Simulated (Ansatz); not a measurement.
# BN: eigenvalues along the path

```
B N
1.0
     0.00000    1.80750    1.78943
     1.80750    0.00000    1.78943
     1.80750    1.80750    0.00000
B N
1 1
Direct
  0.00000 0.00000 0.00000
  0.75000 0.75000 0.75000
```

Atoms are numbered in the order listed.

The cell comes from COD entry 9008834, which wasn't checked; take it as a given geometry. The listed cell was then made from it by scaling, straining or moving an atom.

Level of theory: DFT, PBEsol, all-electron LAPW, scalar-relativistic (Ansatz 0.2.0).

Numerical set-up: a Γ-centred 13×13×13 k mesh, Fermi–Dirac smearing of 0.03 eV, basis error target 1 meV/atom, no spin polarisation.

Path points, in fractions of the reciprocal vectors: Γ (0.000, 0.000, 0.000), X (0.000, 0.500, 0.500), P (0.250, 0.750, 0.500), N (0.000, 0.500, 0.000), M (0.500, 0.500, 0.000), S (0.378, 0.622, 0.000), S0 (-0.378, 0.378, 0.000). Levels in eV from the valence-band top; bands 3 to 8, counted from the lowest band of the run. The gap is 4.11 eV, indirect from Γ to M (0.5, 0.5, 0).

```
# k(1/Å) point b3 b4 b5 b6 b7 b8
0.000 Γ -20.43 -0.10 -0.10 0.00 8.70 8.77
0.348 - -20.10 -0.93 -0.86 -0.78 8.29 9.71
0.695 - -19.15 -2.91 -2.38 -2.32 7.31 11.98
1.043 - -17.64 -5.36 -3.77 -3.74 6.01 10.70
1.390 - -15.84 -7.83 -4.69 -4.68 4.78 9.52
1.738 X -14.76 -9.14 -5.01 -5.00 4.29 9.16
1.914 - -14.73 -9.07 -5.20 -5.16 4.68 9.46
2.089 - -14.65 -8.87 -5.67 -5.57 5.73 10.30
2.265 - -14.54 -8.53 -6.19 -6.15 7.18 11.55
2.440 - -14.45 -8.09 -6.77 -6.58 8.70 13.06
2.616 P -14.42 -7.73 -7.19 -6.73 9.53 13.51
2.862 - -14.64 -8.46 -6.99 -5.59 9.46 12.60
3.108 - -15.14 -9.50 -5.77 -4.19 9.41 11.68
3.353 - -15.65 -10.29 -4.19 -3.00 9.64 11.05
3.599 - -15.99 -10.77 -2.74 -2.22 10.19 10.60
3.845 N -16.11 -10.93 -2.11 -1.96 10.10 10.56
4.147 - -16.93 -9.70 -1.97 -1.82 10.02 10.58
4.449 - -18.31 -7.10 -1.55 -1.43 9.77 10.47
4.751 - -19.46 -4.10 -0.96 -0.85 9.41 9.95
5.053 - -20.18 -1.35 -0.36 -0.28 9.00 9.15
5.355 Γ -20.43 -0.10 -0.10 0.00 8.70 8.77
5.706 - -20.10 -0.88 -0.88 -0.84 8.21 9.82
6.057 - -19.12 -2.80 -2.44 -2.44 7.22 11.93
6.409 - -17.58 -5.23 -3.87 -3.87 5.90 10.56
6.760 - -15.74 -7.68 -4.82 -4.82 4.63 9.31
7.111 M -14.64 -9.00 -5.14 -5.14 4.11 8.92
7.231 - -14.63 -8.96 -5.34 -5.11 4.29 9.07
7.352 - -14.60 -8.86 -5.85 -5.01 4.76 9.50
7.472 - -14.56 -8.70 -6.53 -4.85 5.35 10.25
7.593 - -14.54 -8.48 -7.25 -4.62 5.95 11.28
7.713 S -14.58 -8.22 -7.86 -4.34 6.53 12.50
8.144 - -15.33 -9.83 -5.33 -3.37 8.09 13.46
8.576 - -16.02 -10.81 -2.45 -2.30 9.97 10.90
9.007 - -16.02 -10.81 -2.45 -2.30 9.97 10.90
9.439 - -15.33 -9.83 -5.33 -3.37 8.09 13.46
9.870 S0 -14.58 -8.22 -7.86 -4.34 6.53 12.50
10.242 - -15.50 -8.54 -6.87 -3.19 8.25 13.63
10.613 - -17.31 -7.07 -5.07 -1.88 9.93 11.54
10.984 - -18.97 -4.51 -2.94 -0.82 10.00 10.26
11.355 - -20.06 -1.65 -0.93 -0.25 9.08 9.14
11.726 Γ -20.43 -0.10 -0.10 0.00 8.70 8.77
```
